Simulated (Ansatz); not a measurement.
## Al2Cu: H interstitial

All numbers below come from Ansatz 0.2.0, DFT PBE, scalar-relativistic, plane waves, PAW. (420 eV cutoff, 5×5×5 k-mesh, Gaussian smearing of 0.10 eV, no spin polarisation)

Host crystal, relaxed:

```cif
data_structure
_symmetry_space_group_name_H-M 'P 1'
_symmetry_Int_Tables_number 1
_cell_length_a 4.0890
_cell_length_b 4.0890
_cell_length_c 4.0890
_cell_angle_alpha 119.996
_cell_angle_beta 119.996
_cell_angle_gamma 90.006
_cell_volume 48.35
loop_
_atom_site_label
_atom_site_type_symbol
_atom_site_fract_x
_atom_site_fract_y
_atom_site_fract_z
_atom_site_occupancy
Al1 Al 0.75000 0.25000 0.50000 1
Al2 Al 0.25000 0.75000 0.50000 1
Cu1 Cu 0.50000 0.50000 0.00000 1
```

Supercell of 24 atoms, rows in host cell vectors: 0 0 -2; 0 -2 0; -2 0 0. Atoms relax at the host's cell, keeping the symmetry that the supercell leaves at the site. The cell is small, so energies carry finite-size errors of tenths of an eV. The host is a metal.

Defect: H interstitial, charge 0.

Command:

```bash
ansatz run input.yaml --threads 4 --pin off --max-ram 10240MiB --backend cpu --events-out ev --progress --plain --runs-dir out
```

The input:

```yaml
crystal:
  lattice:
    - [-4.0892560482, -4.0892560482, 5.7824626523]
    - [-4.0892560482, 4.0892560482, -5.7824626523]
    - [4.0892560482, -4.0892560482, -5.7824626523]
  atoms:
    - { symbol: Al, position: [0.25, 0.375, 0.125] }
    - { symbol: Al, position: [0.75, 0.375, 0.125] }
    - { symbol: Al, position: [0.25, 0.875, 0.125] }
    - { symbol: Al, position: [0.75, 0.875, 0.125] }
    - { symbol: Al, position: [0.25, 0.375, 0.625] }
    - { symbol: Al, position: [0.75, 0.375, 0.625] }
    - { symbol: Al, position: [0.25, 0.875, 0.625] }
    - { symbol: Al, position: [0.75, 0.875, 0.625] }
    - { symbol: Al, position: [0.25, 0.125, 0.375] }
    - { symbol: Al, position: [0.75, 0.125, 0.375] }
    - { symbol: Al, position: [0.25, 0.625, 0.375] }
    - { symbol: Al, position: [0.75, 0.625, 0.375] }
    - { symbol: Al, position: [0.25, 0.125, 0.875] }
    - { symbol: Al, position: [0.75, 0.125, 0.875] }
    - { symbol: Al, position: [0.25, 0.625, 0.875] }
    - { symbol: Al, position: [0.75, 0.625, 0.875] }
    - { symbol: Cu, position: [0.5, 0.25, 0.25] }
    - { symbol: Cu, position: [1.0, 0.25, 0.25] }
    - { symbol: Cu, position: [0.5, 0.75, 0.25] }
    - { symbol: Cu, position: [1.0, 0.75, 0.25] }
    - { symbol: Cu, position: [0.5, 0.25, 0.75] }
    - { symbol: Cu, position: [1.0, 0.25, 0.75] }
    - { symbol: Cu, position: [0.5, 0.75, 0.75] }
    - { symbol: Cu, position: [1.0, 0.75, 0.75] }
    - { symbol: H, position: [0.0, 0.0, 0.0] }
basis:
  ecutwfc: 420
  xc_grid: 2
kpoints:
  mp_grid: { grid: [5, 5, 5], shift: [0.0, 0.0, 0.0] }
hamiltonian:
  xc: pbe
scf:
  occupations: { method: gaussian, width: 0.1 }
output:
  forces: true
  stress: false
  eigenvalues: true
  write_density: true
  write_potential: true
  elf: true
  volumetric_format: npy
relax:
  adjacent_minimum: "off"
  f_tol: 0.025
  max_steps: 45
```

From the output:

```
Warning: RAYON_NUM_THREADS=4 ignored (pool sized by the plan → 4); use --threads N
Crystal: 25 atoms, lattice volume = 386.778 Å³
Basis set: ecut = 420 eV, 7631 PW (Γ), exchange–correlation on 120×120×120 points (8 copies of the dense FFT grid, shifted against one another)
Bands: 126, of which v1, the nominal top of the filled ones, is band 101 counted from 1 (100 counted from 0)
Symmetry: 16 space group operations
Space group: I4/mmm (ITA 139), of the structure as read, at distance tolerance 7.3e-5 Å
k-points: 18 of 125
relax step   1: F+E_penalty+E_count = -61620.14164507 eV  Δ(F+E_penalty+E_count) = +0.000e0 eV  max|allowed force component| = 2.118e-1 eV/Å  Δτ_max = 0.0000 Å
relax step   2: F+E_penalty+E_count = -61620.16209914 eV  Δ(F+E_penalty+E_count) = -2.045e-2 eV  max|allowed force component| = 1.061e-1 eV/Å  Δτ_max = 0.0133 Å
relax step   3: F+E_penalty+E_count = -61620.16792152 eV  Δ(F+E_penalty+E_count) = -5.822e-3 eV  max|allowed force component| = 3.749e-3 eV/Å  Δτ_max = 0.0131 Å
relax step   4: F+E_penalty+E_count = -61620.16792161 eV  Δ(F+E_penalty+E_count) = -9.069e-8 eV  max|allowed force component| = 3.849e-3 eV/Å  Δτ_max = 0.0000 Å
SCF converged after 6 iterations
Free energy (F): -61620.167922 eV
E sigma→0 (E₀):  -61620.154155 eV
Fermi energy:    9.208035 eV
```

The relaxation gained 0.03 eV in 4 steps. It took 100 s on 4 threads of AMD EPYC 7R43 64-Core Processor (Zen 3), on a shared host, peak memory 1.8 GiB.